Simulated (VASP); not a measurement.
## A VASP 6.6.1 single-point calculation on Si

INCAR

```
ENCUT = 520
NELECT = 8.5
NELM = 120
EDIFF = 1E-7
LASPH = .TRUE.
LWAVE = .FALSE.
PREC = Accurate
GGA = PE
ISMEAR = -1
NSW = 0
SIGMA = 0.02
LCHARG = .FALSE.
IBRION = -1
ISIF = 2
LREAL = .FALSE.
NBANDS = 11
```

KPOINTS

```
KPOINTS created by Atomic Simulation Environment
0
Gamma
8 8 8
0 0 0
```

POSCAR

```
Si
 1.0000000000000000
    -0.0000000000000000    2.7221188956873603    2.7221188956873603
     2.7221188956873603   -0.0000000000000000    2.7221188956873603
     2.7221188956873603    2.7221188956873603   -0.0000000000000000
 Si
   2
Cartesian
  0.0000000000000000 -0.0000000000000000 -0.0000000000000000
  1.3610594478436802  1.3610594478436802  1.3610594478436802
```

The recommended PBE PAW datasets give the neutral cell 8 valence electrons.

Command

```
mpirun -np 1 vasp_std
```

OSZICAR

```
N       E                     dE             d eps       ncg     rms          rms(c)
DAV:   1     0.110335747545E+02    0.11034E+02   -0.34031E+03   638   0.590E+02
DAV:   2    -0.706847723193E+01   -0.18102E+02   -0.17286E+02   886   0.882E+01
DAV:   3    -0.763977574284E+01   -0.57130E+00   -0.56917E+00   826   0.131E+01
DAV:   4    -0.764402137374E+01   -0.42456E-02   -0.42451E-02   770   0.137E+00
DAV:   5    -0.764405942387E+01   -0.38050E-04   -0.38049E-04   788   0.121E-01    0.493E+00
DAV:   6    -0.745995952968E+01    0.18410E+00   -0.23178E-01   715   0.191E+00    0.298E+00
DAV:   7    -0.740091276134E+01    0.59047E-01   -0.11494E-01   743   0.151E+00    0.438E-01
DAV:   8    -0.740156562163E+01   -0.65286E-03   -0.42985E-03   762   0.390E-01    0.127E-01
DAV:   9    -0.740157556212E+01   -0.99405E-05   -0.12431E-03   713   0.148E-01    0.386E-02
DAV:  10    -0.740155069696E+01    0.24865E-04   -0.44338E-05   716   0.370E-02    0.239E-02
DAV:  11    -0.740154926568E+01    0.14313E-05   -0.33609E-05   733   0.270E-02    0.202E-02
DAV:  12    -0.740154753030E+01    0.17354E-05   -0.29977E-06   704   0.817E-03    0.352E-03
DAV:  13    -0.740154759074E+01   -0.60440E-07   -0.71396E-08   502   0.166E-03
   1 F= -.74015476E+01 E0= -.74009252E+01  d E =-.124477E-02
```

From OUTCAR

```
k-points           NKPTS =     29   k-points in BZ     NKDIM =     29   number of bands    NBANDS=     11

   NELECT =       8.5000    total number of electrons

   dimension x,y,z NGX =    30 NGY =   30 NGZ =   30
   dimension x,y,z NGXF=    60 NGYF=   60 NGZF=   60

  energy-cutoff  :      520.00
  volume of cell :       40.34
      direct lattice vectors                 reciprocal lattice vectors
     0.000000000  2.722118896  2.722118896    -0.183680441  0.183680441  0.183680441
     2.722118896  0.000000000  2.722118896     0.183680441 -0.183680441  0.183680441
     2.722118896  2.722118896  0.000000000     0.183680441  0.183680441 -0.183680441

 k-points in reciprocal lattice and weights: KPOINTS created by Atomic Simulation Env
   0.00000000  0.00000000  0.00000000       0.002
   0.12500000  0.00000000  0.00000000       0.016
   0.25000000  0.00000000  0.00000000       0.016
   0.37500000  0.00000000  0.00000000       0.016
   0.50000000  0.00000000  0.00000000       0.008
   0.12500000  0.12500000  0.00000000       0.012
   0.25000000  0.12500000  0.00000000       0.047
   0.37500000  0.12500000  0.00000000       0.047
   ...

 E-fermi :   7.3110

 k-point     1 :       0.0000    0.0000    0.0000
  band No.  band energies     occupation
      1      -6.3524      2.00000
      2       5.5992      2.00000
      3       5.5992      2.00000
      4       5.5992      2.00000
      5       8.1138      0.00000
      6       8.1138      0.00000
      7       8.1138      0.00000
      8       8.8701      0.00000
      9      13.2101      0.00000
     10      13.2710      0.00000
     11      13.2710      0.00000

 k-point     2 :       0.1250    0.0000    0.0000
  band No.  band energies     occupation
      1      -6.1484      2.00000
      2       3.9884      2.00000
      3       5.3085      2.00000
      4       5.3085      2.00000
      5       8.0255      0.00000
      6       8.5395      0.00000
      7       8.5395      0.00000
      8      10.2238      0.00000
      9      12.7642      0.00000
     10      12.7642      0.00000
     11      14.0232      0.00000

 k-point     3 :       0.2500    0.0000    0.0000
  band No.  band energies     occupation
      1      -5.5528      2.00000
      2       1.6561      2.00000
      3       4.8382      2.00000
      4       4.8382      2.00000
      5       7.5339      0.00003
      6       9.0502      0.00000
      7       9.0502      0.00000
      8      12.3948      0.00000
      9      12.7088      0.00000
     10      12.7088      0.00000
     11      14.3011      0.00000

 k-point     4 :       0.3750    0.0000    0.0000
  band No.  band energies     occupation
      1      -4.6570      2.00000
      2      -0.3668      2.00000
      3       4.5129      2.00000
      4       4.5129      2.00000
      5       7.1651      1.99864
      6       8.9816      0.00000
      7       8.9816      0.00000
      8      13.2155      0.00000
      9      14.0971      0.00000
     10      14.0971      0.00000
     11      15.0946      0.00000

 k-point     5 :       0.5000    0.0000    0.0000
  band No.  band energies     occupation
      1      -4.0136      2.00000
      2      -1.3947      2.00000
      3       4.4020      2.00000
      4       4.4020      2.00000
      5       7.0362      2.00000
      6       8.8658      0.00000
      7       8.8658      0.00000
      8      13.0385      0.00000
      9      16.0732      0.00000
     10      16.0732      0.00000
     11      16.7376      0.00000

 ...

  Total        4.9283945      4.9283945      4.9283945      0.0000000      0.0000000      0.0000000
  in kB      195.7333276    195.7333276    195.7333276      0.0000000      0.0000000      0.0000000
  external PRESSURE =     195.7333276 kB  Pullay stress =       0.0000000 kB

 POSITION                                       TOTAL-FORCE (eV/Angst)
 -----------------------------------------------------------------------------------
      0.00000      0.00000      0.00000        -0.000000      0.000000     -0.000000
      1.36106      1.36106      1.36106         0.000000     -0.000000      0.000000
 -----------------------------------------------------------------------------------
    total drift:                               -0.000000     -0.000000     -0.000000

  FREE ENERGIE OF THE ION-ELECTRON SYSTEM (eV)
  ---------------------------------------------------
  free  energy   TOTEN  =        -7.4015475907 eV

  energy  without entropy=       -7.4003028175  energy(sigma->0) =       -7.40092520
```

It converged. Results: pressure 19.6 GPa.

The cell is charged and sits in a uniform background.

For comparison, a separate PBE run of the intended cell, on usual settings and not on those above, gives a gap of 0.63 eV on its mesh and a pressure of 1.2 GPa.

The run above took about 11 s on one core of a shared host (Intel Xeon Platinum 8488C) and held 0.16 GiB at most.
